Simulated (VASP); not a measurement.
# KBr (Fm-3m) in VASP: settings compared

One crystal, KBr, is run at these levels: PBEsol, LDA; tasks: relaxation of cell and atoms.

Program: VASP 6.6.1. These are calculated values, not measurements. Logs are shortened: lines on timing, memory, paths and dates and some standing lists are left out, and cuts for length are marked.

**1. Starting point**

The structure is cubic, space group Fm-3m (No. 225). Conventional cell: a = 6.600 Å, b = 6.600 Å, c = 6.600 Å, α = 90.00°, β = 90.00°, γ = 90.00°. K (site symmetry m-3m) has 6 Br at 3.30 Å as nearest neighbours. Br (site symmetry m-3m) has 6 K at 3.30 Å as nearest neighbours.

**2. Relaxation of cell and atoms, PBEsol**

Input file INCAR:

```
PREC = Accurate
ENCUT = 600
EDIFF = 1E-6
ISMEAR = 0
SIGMA = 0.03
LREAL = False
LASPH = True
NELM = 80
ALGO = Normal
ISIF = 3
LWAVE = False
LCHARG = False
GGA = PS
IBRION = 2
NSW = 90
EDIFFG = -0.01
```

Input file KPOINTS:

```
Automatic mesh
0
Gamma
  8 8 8
```

Input file POSCAR:

```
KBr
1.0
    0.0000000000      3.3000000000      3.3000000000
    3.3000000000      0.0000000000      3.3000000000
    3.3000000000      3.3000000000      0.0000000000
K Br
1 1
Direct
    0.0000000000      0.0000000000      0.0000000000
    0.5000000000      0.5000000000      0.5000000000
```

Potentials or basis: VASP PAW PBE potentials, release 64 (K_sv, Br).

Run with:

```bash
> cat potpaw_PBE.64/K_sv/POTCAR potpaw_PBE.64/Br/POTCAR > POTCAR
> mpirun -np 1 vasp_std > vasp.out
```

OUTCAR:

```text
PREC = Accurate
   ENCUT = 600
   EDIFF = 1E-6
   ISMEAR = 0
   LREAL = False
   LASPH = True
   NELM = 80
   ISIF = 3
   GGA = PS
   IBRION = 2
   NSW = 90
   EDIFFG = -0.01

 ion  position               nearest neighbor table
   1  0.000  0.000  0.000-   2 3.30   2 3.30   2 3.30   2 3.30   2 3.30   2 3.30
   2  0.500  0.500  0.500-   1 3.30   1 3.30   1 3.30   1 3.30   1 3.30   1 3.30

  LATTYP: Found a face centered cubic cell.
 ALAT       =     6.6000000000

  Lattice vectors:

 A1 = (   0.0000000000,   3.3000000000,   3.3000000000)
 A2 = (   3.3000000000,   0.0000000000,   3.3000000000)
 A3 = (   3.3000000000,   3.3000000000,   0.0000000000)

Analysis of symmetry for initial positions (statically):
=====================================================================
 Subroutine PRICEL returns:
 Original cell was already a primitive cell.

 Routine SETGRP: Setting up the symmetry group for a
 face centered cubic supercell.

 Subroutine GETGRP returns: Found 48 space group operations
 (whereof 48 operations were pure point group operations)
 out of a pool of 48 trial point group operations.

The static configuration has the point symmetry O_h .

Analysis of symmetry for dynamics (positions and initial velocities):
=====================================================================
 Subroutine PRICEL returns:
 Original cell was already a primitive cell.

 Routine SETGRP: Setting up the symmetry group for a
 face centered cubic supercell.

 Subroutine GETGRP returns: Found 48 space group operations
 (whereof 48 operations were pure point group operations)
 out of a pool of 48 trial point group operations.

The dynamic configuration has the point symmetry O_h .

 Subroutine INISYM returns: Found 48 space group operations
 (whereof 48 operations are pure point group operations),
 and found     1 'primitive' translations

----------------------------------------------------------------------------------------

                                     Primitive cell

  volume of cell :      71.8740

  direct lattice vectors                    reciprocal lattice vectors
     0.000000000  3.300000000  3.300000000    -0.151515152  0.151515152  0.151515152
     3.300000000  0.000000000  3.300000000     0.151515152 -0.151515152  0.151515152
     3.300000000  3.300000000  0.000000000     0.151515152  0.151515152 -0.151515152

  length of vectors
     4.666904756  4.666904756  4.666904756     0.262431941  0.262431941  0.262431941

  position of ions in fractional coordinates (direct lattice)
[... 103 lines left out ...]
   LORBIT       =      0    0 simple, 1 ext, 2 COOP (PROOUT), +10 PAW based schemes
   GGA     = PS    functional components
   LHFCALC =     F    Hartree Fock is set to
   AEXX    =    0.0000 exact exchange contribution
   IVDW    =     0    specifies the selected vdW correction
   LEPSILON=     F    determine dielectric tensor
   LRPA    =     F    only Hartree local field effects (RPA)
 conjugate gradient relaxation of ions
 non-spin polarized calculation
 Gauss-broadening in eV      SIGMA  =   0.03
  energy-cutoff  :      600.00
  volume of cell :       71.87
 maximum number of plane-waves:      2421
 NGX is ok and might be reduce to    40
   NGX = 19   NGY = 19   NGZ = 19

--------------------------------------- Ionic step        1  -------------------------------------------

 number of electron      16.0000000 magnetization

 Free energy of the ion-electron system (eV)
  ---------------------------------------------------
  ext. energy  EPLUGINS =         0.00000000
  ---------------------------------------------------
  free energy    TOTEN  =        -6.45886128 eV

  energy without entropy =       -6.45886128  energy(sigma->0) =       -6.45886128

------------------------ aborting loop because EDIFF is reached ----------------------------------------

  FORCE on cell =-STRESS in cart. coord.  units (eV):
  Direction    XX          YY          ZZ          XY          YZ          ZX
  --------------------------------------------------------------------------------------
  -------------------------------------------------------------------------------------
  Total       -0.1225965     -0.1225965     -0.1225965      0.0000000      0.0000000     -0.0000000
  in kB       -2.7328564     -2.7328564     -2.7328564      0.0000000      0.0000000     -0.0000000
  external PRESSURE =      -2.7328564 kB  Pullay stress =       0.0000000 kB
[... 131 lines left out ...]
--------------------------------------- Ionic step        5  -------------------------------------------

 number of electron      16.0000001 magnetization

 Free energy of the ion-electron system (eV)
  ---------------------------------------------------
  ext. energy  EPLUGINS =         0.00000000
  ---------------------------------------------------
  free energy    TOTEN  =        -6.46003961 eV

  energy without entropy =       -6.46003961  energy(sigma->0) =       -6.46003961

 E-fermi :  -1.6002     XC(G=0):  -7.6230

 val. band max:       -1.7537207802   @ k =   0.0000   0.0000   0.0000
 cond. band min:       2.5695813454   @ k =   0.0000   0.0000   0.0000
 fundamental gap:      4.3233021257
 Fermi energy:        -1.6001653171

 k-point     1 :       0.0000    0.0000    0.0000
  band No.  band energies     occupation
      1     -29.3268      2.00000
      2     -14.0836      2.00000
      3     -12.8716      2.00000
      4     -12.8716      2.00000
      5     -12.8716      2.00000
      6      -1.7537      2.00000
      7      -1.7537      2.00000
      8      -1.7537      2.00000
      9       2.5696      0.00000
     10       5.7750      0.00000
     11       5.7750      0.00000
     12       5.7750      0.00000
[... 331 lines left out ...]
 k-point    24 :      -0.3750    0.2500    0.1250
  band No.  band energies     occupation
      1     -29.3193      2.00000
      2     -14.1676      2.00000
      3     -12.9104      2.00000
      4     -12.8940      2.00000
      5     -12.7138      2.00000
      6      -2.7706      2.00000
      7      -2.2469      2.00000
      8      -2.1345      2.00000
      9       5.1554      0.00000
     10       5.9711      0.00000
     11       7.1213      0.00000
     12       7.5550      0.00000

 [... further k-points ...]

------------------------ aborting loop because EDIFF is reached ----------------------------------------

  FORCE on cell =-STRESS in cart. coord.  units (eV):
  Direction    XX          YY          ZZ          XY          YZ          ZX
  --------------------------------------------------------------------------------------
  -------------------------------------------------------------------------------------
  Total       -0.0075129     -0.0075129     -0.0075129      0.0000000      0.0000000     -0.0000000
  in kB       -0.1705718     -0.1705718     -0.1705718      0.0000000      0.0000000     -0.0000000
  external PRESSURE =      -0.1705718 kB  Pullay stress =       0.0000000 kB
[... 17 lines left out ...]
  FREE ENERGIE OF THE ION-ELECTRON SYSTEM (eV)
  ---------------------------------------------------
  free  energy   TOTEN  =        -6.4600396113 eV

  energy  without entropy=       -6.4600396113  energy(sigma->0) =       -6.46003961

 reached required accuracy - stopping structural energy minimisation
```

CONTCAR:

```text
KBr
   1.00000000000000
     0.0000000000000000    3.2798924877122571    3.2798924877122571
     3.2798924877122571    0.0000000000000000    3.2798924877122571
     3.2798924877122571    3.2798924877122571   -0.0000000000000000
  K               Br
     1     1
Direct
     0.0000000000000000    0.0000000000000000    0.0000000000000000
     0.5000000000000000    0.5000000000000000    0.5000000000000000

  0.00000000E+00  0.00000000E+00  0.00000000E+00
  0.00000000E+00  0.00000000E+00  0.00000000E+00
```

It took 45 s on 1 thread of Intel Xeon 6975P-C (Granite Rapids), shared host; peak memory 0.26 GiB.

Results:

| Property | Result |
| --- | --- |
| Free energy | -6.4600 eV |
| Relaxed volume | 35.28 Å³/atom |
| Relaxed cell | a = 4.638 Å, b = 4.638 Å, c = 4.638 Å, α = 60.00°, β = 60.00°, γ = 60.00° |
| Space group after relaxing (to 0.05 Å) | Fm-3m (No. 225) |
| Energy gained by relaxing | 0.6 meV/atom |
| Ionic steps | 5 |
| Pressure after relaxing | 0.0 GPa |
| Band gap on the k mesh | 4.32 eV, direct |

The path:
| step | energy change (eV) | largest force (eV/Å) | pressure (GPa) | volume (Å³) |
| --- | --- | --- | --- | --- |
| 1 | 0.0000 | 0.0000 | -0.27 | 71.87 |
| 2 | -0.0008 | 0.0000 | -0.14 | 71.24 |
| 3 | -0.0011 | 0.0000 | -0.05 | 70.81 |
| 4 | -0.0009 | 0.0000 | 0.14 | 69.95 |
| 5 | -0.0012 | 0.0000 | -0.02 | 70.57 |

Final structure:
```xyz
2
Lattice="0.0000 3.2799 3.2799 3.2799 0.0000 3.2799 3.2799 3.2799 0.0000" Properties=species:S:1:pos:R:3 pbc="T T T"
K     0.0000    0.0000    0.0000
Br    3.2799    3.2799    3.2799
```

Levels at points of the mesh, in eV from the valence-band top:
```tsv
k point	band 6	band 7	band 8	band 9	band 10	band 11
(0.00, 0.00, 0.00)	0.00	0.00	0.00	4.32	7.53	7.53
(0.50, 0.00, 0.00)	-1.25	-0.36	-0.36	6.47	8.19	9.77
(0.50, 0.50, 0.00)	-0.85	-0.30	-0.30	5.72	7.15	9.36
```

Caveat: the PAW data sets were made with another functional, which shifts forces and pressure a little.

(Continued in part 2 of 2.)
